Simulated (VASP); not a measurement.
# KCl (Fm-3m) in VASP: single point with PBE

Aim: the single point of KCl with PBE.

All numbers are computed with VASP 6.6.1; they aren't measurements. Logs are shortened: lines on timing, memory, paths and dates and some standing lists are left out, and cuts for length are marked.

**Measured values to compare with.**

A printed reference work, monograph reports, for a bulk crystal of KCl: band gap 8.68 eV.

The runs below are set against these values where they give the same quantity.

### Step 1. The cell of the first run

It takes space group Fm-3m (No. 225, cubic). Conventional cell: a = 6.293 Å, b = 6.293 Å, c = 6.293 Å, α = 90.00°, β = 90.00°, γ = 90.00°. Within 4.1 Å of K (site symmetry m-3m) lie 6 Cl at 3.15 Å. Within 4.1 Å of Cl (site symmetry m-3m) lie 6 K at 3.15 Å.

### Step 2. Single point, PBE

INCAR reads:

```
SYSTEM = KCl
PREC = Accurate
ENCUT = 520
EDIFF = 1E-6
ISMEAR = 0
SIGMA = 0.05
LREAL = .FALSE.
LASPH = .TRUE.
NELM = 80
ALGO = Normal
ISIF = 2
LWAVE = .FALSE.
LCHARG = .TRUE.
GGA = PE
LELF = .TRUE.
LVHAR = .TRUE.
NBANDS = 15
```

KPOINTS reads:

```
regular mesh
0
G
  8 8 8
  0 0 0
```

POSCAR reads:

```
KCl
1.0
    0.0000000000      3.1464700000      3.1464700000
    3.1464700000      0.0000000000      3.1464700000
    3.1464700000      3.1464700000      0.0000000000
K Cl
1 1
Direct
    0.0000000000      0.0000000000      0.0000000000
    0.5000000000      0.5000000000      0.5000000000
```

Potentials or basis: VASP PAW PBE potentials, release 64 (K_sv, Cl).

Command:

```sh
$ cat potpaw_PBE.64/K_sv/POTCAR potpaw_PBE.64/Cl/POTCAR > POTCAR
$ mpirun -np 1 vasp_std > vasp.out
```

OUTCAR:

```text
SYSTEM = KCl
   PREC = Accurate
   ENCUT = 520
   EDIFF = 1E-6
   ISMEAR = 0
   LREAL = .FALSE.
   LASPH = .TRUE.
   NELM = 80
   ISIF = 2
   GGA = PE

 ion  position               nearest neighbor table
   1  0.000  0.000  0.000-   2 3.15   2 3.15   2 3.15   2 3.15   2 3.15   2 3.15
   2  0.500  0.500  0.500-   1 3.15   1 3.15   1 3.15   1 3.15   1 3.15   1 3.15

  LATTYP: Found a face centered cubic cell.
 ALAT       =     6.2929400000

  Lattice vectors:

 A1 = (   0.0000000000,   3.1464700000,   3.1464700000)
 A2 = (   3.1464700000,   0.0000000000,   3.1464700000)
 A3 = (   3.1464700000,   3.1464700000,   0.0000000000)

Analysis of symmetry for initial positions (statically):
=====================================================================
 Subroutine PRICEL returns:
 Original cell was already a primitive cell.

 Routine SETGRP: Setting up the symmetry group for a
 face centered cubic supercell.

 Subroutine GETGRP returns: Found 48 space group operations
 (whereof 48 operations were pure point group operations)
 out of a pool of 48 trial point group operations.

The static configuration has the point symmetry O_h .

Analysis of symmetry for dynamics (positions and initial velocities):
=====================================================================
 Subroutine PRICEL returns:
 Original cell was already a primitive cell.

 Routine SETGRP: Setting up the symmetry group for a
 face centered cubic supercell.

 Subroutine GETGRP returns: Found 48 space group operations
 (whereof 48 operations were pure point group operations)
 out of a pool of 48 trial point group operations.

The dynamic configuration has the point symmetry O_h .

 Subroutine INISYM returns: Found 48 space group operations
 (whereof 48 operations are pure point group operations),
 and found     1 'primitive' translations

----------------------------------------------------------------------------------------

                                     Primitive cell

  volume of cell :      62.3018

  direct lattice vectors                    reciprocal lattice vectors
     0.000000000  3.146470000  3.146470000    -0.158908237  0.158908237  0.158908237
     3.146470000  0.000000000  3.146470000     0.158908237 -0.158908237  0.158908237
     3.146470000  3.146470000  0.000000000     0.158908237  0.158908237 -0.158908237

  length of vectors
     4.449780548  4.449780548  4.449780548     0.275237140  0.275237140  0.275237140

  position of ions in fractional coordinates (direct lattice)
     0.000000000  0.000000000  0.000000000
     0.500000000  0.500000000  0.500000000

  ion indices of the primitive-cell ions
   primitive index   ion index
                 1           1
                 2           2

----------------------------------------------------------------------------------------

 KPOINTS: regular mesh

Automatic generation of k-mesh.
 Grid dimensions read from file:
 generate k-points for:    8    8    8

 Generating k-lattice:

  Cartesian coordinates                     Fractional coordinates (reciprocal lattice)
    -0.019863530  0.019863530  0.019863530     0.125000000  0.000000000  0.000000000
     0.019863530 -0.019863530  0.019863530     0.000000000  0.125000000  0.000000000
     0.019863530  0.019863530 -0.019863530     0.000000000  0.000000000  0.125000000

  Length of vectors
     0.034404642  0.034404642  0.034404642

  Shift w.r.t. Gamma in fractional coordinates (k-lattice)
     0.000000000  0.000000000  0.000000000

 Subroutine IBZKPT returns following result:
 ===========================================

 Found     29 irreducible k-points:

 Following reciprocal coordinates:
            Coordinates               Weight
  0.000000  0.000000  0.000000      1.000000
  0.125000  0.000000  0.000000      8.000000
  0.250000  0.000000  0.000000      8.000000
  0.375000  0.000000  0.000000      8.000000
  0.500000  0.000000  0.000000      4.000000
  0.125000  0.125000  0.000000      6.000000
[... 16 lines left out ...]
  0.500000  0.250000  0.125000     48.000000
 -0.375000  0.250000  0.125000     24.000000
 [... further k-points ...]
   k-points           NKPTS =     29   k-points in BZ     NKDIM =     29   number of bands    NBANDS=     15
   number of dos      NEDOS =    301   number of ions     NIONS =      2
   total plane-waves  NPLWV =  46656
   dimension x,y,z NGX =    36 NGY =   36 NGZ =   36
   dimension x,y,z NGXF=    72 NGYF=   72 NGZF=   72
   ions per type =               1   1
   NGX,Y,Z   is equivalent  to a cutoff of  13.45, 13.45, 13.45 a.u.
   NGXF,Y,Z  is equivalent  to a cutoff of  26.90, 26.90, 26.90 a.u.
 SYSTEM =  KCl
   PREC   = accura    normal or accurate (medium, high low for compatibility)
   ISTART =      0    job   : 0-new  1-cont  2-samecut
   ICHARG =      2    charge: 1-file 2-atom 10-const
   ISPIN  =      1    spin polarized calculation?
   LNONCOLLINEAR =      F non collinear calculations
   LSORBIT =      F    spin-orbit coupling
   LASPH  =      T    aspherical Exc in radial PAW
   ENCUT  =  520.0 eV  38.22 Ry    6.18 a.u.   8.27  8.27  8.27*2*pi/ulx,y,z
   NELM   =     80;   NELMIN=  2; NELMDL= -5     # of ELM steps
   EDIFF  = 0.1E-05   stopping-criterion for ELM
   LREAL  =      F    real-space projection
   EDIFFG = 0.1E-04   stopping-criterion for IOM
   NSW    =      0    number of steps for IOM
   IBRION =     -1    ionic relax: 0-MD 1-quasi-New 2-CG
   NFREE  =      0    steps in history (QN), initial steepest desc. (CG)
   ISIF   =      2    stress and relaxation
   ISYM   =      2    0-nonsym 1-usesym 2-fastsym
   POTIM  = 0.5000    time-step for ionic-motion
   TEBEG  =    0.0;   TEEND  =   0.0 temperature during run
   PSTRESS=    0.0 pullay stress
   NELECT =      16.0000    total number of electrons
   NUPDOWN=      -1.0000    fix difference up-down
   EMIN   =  10.00;   EMAX   =-10.00  energy-range for DOS
   EFERMI =   0.00;   METHOD = LEGACY
   ISMEAR =     0;   SIGMA  =   0.05  broadening in eV -4-tet -1-fermi 0-gaus
   EFERMI_NEDOS =   21; number of points for ismear=-14 and -15
   IALGO  =     38    algorithm
   IMIX   =      4    mixing-type and parameters
     AMIX     =   0.40;   BMIX     =  1.00
     AMIX_MAG =   1.60;   BMIX_MAG =  1.00
  volume/ion in A,a.u.               =      31.15       210.22
  Fermi-wavevector in a.u.,A,eV,Ry     =   1.040594  1.966437 14.732871  1.082835
  Thomas-Fermi vector in A             =   2.175177
   LORBIT       =      0    0 simple, 1 ext, 2 COOP (PROOUT), +10 PAW based schemes
   GGA     = PE    functional components
   LHFCALC =     F    Hartree Fock is set to
   AEXX    =    0.0000 exact exchange contribution
   IVDW    =     0    specifies the selected vdW correction
   LEPSILON=     F    determine dielectric tensor
   LRPA    =     F    only Hartree local field effects (RPA)
 non-spin polarized calculation
 Gauss-broadening in eV      SIGMA  =   0.05
  energy-cutoff  :      520.00
  volume of cell :       62.30
 maximum number of plane-waves:      1700
 NGX is ok and might be reduce to    36
   NGX = 17   NGY = 17   NGZ = 17

 number of electron      16.0000001 magnetization

 Free energy of the ion-electron system (eV)
  ---------------------------------------------------
  ext. energy  EPLUGINS =         0.00000000
  ---------------------------------------------------
  free energy    TOTEN  =        -6.80388101 eV

  energy without entropy =       -6.80388101  energy(sigma->0) =       -6.80388101

 E-fermi :  -1.5133     XC(G=0):  -7.5391

 val. band max:       -1.8420794876   @ k =   0.0000   0.0000   0.0000
 cond. band min:       3.3447363266   @ k =   0.0000   0.0000   0.0000
 fundamental gap:      5.1868158142
 Fermi energy:        -1.5132952283

 k-point     1 :       0.0000    0.0000    0.0000
  band No.  band energies     occupation
      1     -29.0402      2.00000
      2     -13.9598      2.00000
      3     -12.5010      2.00000
      4     -12.5010      2.00000
      5     -12.5010      2.00000
      6      -1.8421      2.00000
      7      -1.8421      2.00000
      8      -1.8421      2.00000
      9       3.3447      0.00000
     10       6.5386      0.00000
     11       6.5386      0.00000
     12       6.5386      0.00000
     13       7.4152      0.00000
     14       7.4152      0.00000
     15      11.1401      0.00000

 k-point     2 :       0.1250    0.0000    0.0000
  band No.  band energies     occupation
      1     -29.0386      2.00000
      2     -13.9905      2.00000
      3     -12.5024      2.00000
      4     -12.5024      2.00000
      5     -12.4625      2.00000
      6      -2.0320      2.00000
      7      -1.8926      2.00000
      8      -1.8926      2.00000
      9       3.7190      0.00000
     10       6.4213      0.00000
     11       6.7343      0.00000
     12       6.7343      0.00000
     13       7.6277      0.00000
     14       7.6277      0.00000
     15      11.7173      0.00000

 k-point     3 :       0.2500    0.0000    0.0000
  band No.  band energies     occupation
      1     -29.0349      2.00000
      2     -14.0590      2.00000
      3     -12.5057      2.00000
      4     -12.5057      2.00000
      5     -12.3747      2.00000
      6      -2.4287      2.00000
      7      -2.0100      2.00000
      8      -2.0100      2.00000
      9       4.6023      0.00000
     10       6.3259      0.00000
     11       7.2903      0.00000
     12       7.2903      0.00000
     13       8.2134      0.00000
     14       8.2134      0.00000
     15      11.7734      0.00000
[... 343 lines left out ...]
 k-point    23 :       0.5000    0.2500    0.1250
  band No.  band energies     occupation
      1     -29.0292      2.00000
      2     -14.0535      2.00000
      3     -12.5534      2.00000
      4     -12.5243      2.00000
      5     -12.3591      2.00000
      6      -2.6510      2.00000
      7      -2.1829      2.00000
      8      -2.1356      2.00000
      9       5.7857      0.00000
     10       6.1151      0.00000
     11       8.1742      0.00000
     12       8.4374      0.00000
     13       8.8352      0.00000
     14       9.2895      0.00000
     15      10.0305      0.00000

 k-point    24 :      -0.3750    0.2500    0.1250
  band No.  band energies     occupation
      1     -29.0280      2.00000
      2     -14.0577      2.00000
      3     -12.5553      2.00000
      4     -12.5336      2.00000
      5     -12.3503      2.00000
      6      -2.6824      2.00000
      7      -2.2437      2.00000
      8      -2.1731      2.00000
      9       6.0111      0.00000
     10       6.5020      0.00000
     11       8.2341      0.00000
     12       8.3177      0.00000
     13       9.0939      0.00000
     14       9.9643      0.00000
     15       9.9837      0.00000

 [... further k-points ...]

------------------------ aborting loop because EDIFF is reached ----------------------------------------

  FORCE on cell =-STRESS in cart. coord.  units (eV):
  Direction    XX          YY          ZZ          XY          YZ          ZX
  --------------------------------------------------------------------------------------
  -------------------------------------------------------------------------------------
  Total        0.3042513      0.3042513      0.3042513     -0.0000000      0.0000000     -0.0000000
  in kB        7.8242416      7.8242416      7.8242416     -0.0000000      0.0000000     -0.0000000
  external PRESSURE =       7.8242416 kB  Pullay stress =       0.0000000 kB

 VOLUME and BASIS-vectors are now :
 -----------------------------------------------------------------------------
  energy-cutoff  :      520.00
  volume of cell :       62.30
      direct lattice vectors                 reciprocal lattice vectors
     0.000000000  3.146470000  3.146470000    -0.158908237  0.158908237  0.158908237
     3.146470000  0.000000000  3.146470000     0.158908237 -0.158908237  0.158908237
     3.146470000  3.146470000  0.000000000     0.158908237  0.158908237 -0.158908237

 POSITION                                       TOTAL-FORCE (eV/Angst)
 -----------------------------------------------------------------------------------
      0.00000      0.00000      0.00000        -0.000000     -0.000000      0.000000
      3.14647      3.14647      3.14647         0.000000      0.000000     -0.000000
 -----------------------------------------------------------------------------------
    total drift:                                0.000000      0.000000      0.000000

  FREE ENERGIE OF THE ION-ELECTRON SYSTEM (eV)
  ---------------------------------------------------
  free  energy   TOTEN  =        -6.8038810066 eV

  energy  without entropy=       -6.8038810066  energy(sigma->0) =       -6.80388101
```

Run time: 17 s. Hardware: 1 thread of Intel Xeon Platinum 8488C (Sapphire Rapids), shared host; peak memory 0.2 GiB.

What came out:

| Property | Result |
| --- | --- |
| Free energy | -6.8039 eV |
| Pressure | 0.8 GPa |
| Band gap on the k mesh | 5.19 eV, direct |

Levels at points of the mesh, in eV from the valence-band top:
```csv
k point,band 4,band 5,band 6,band 7,band 8,band 9,band 10,band 11,band 12,band 13
"(0.00, 0.00, 0.00)",-10.66,-10.66,0.00,0.00,0.00,5.19,8.38,8.38,8.38,9.26
"(0.50, 0.00, 0.00)",-10.67,-10.42,-1.05,-0.32,-0.32,7.59,8.60,10.53,10.53,11.41
"(0.50, 0.50, 0.00)",-10.71,-10.71,-0.66,-0.22,-0.22,6.53,8.35,10.07,10.24,10.63
```

### Step 3. How close it comes

Step 2. Against the measured gap of KCl, 8.68 eV (a printed reference work, monograph), the calculated 5.19 eV is off by -3.49 eV. The value is that of PBE on a finite k mesh, which can miss the band edges, without temperature or zero-point motion. Semilocal functionals fall short of measured gaps as a rule.
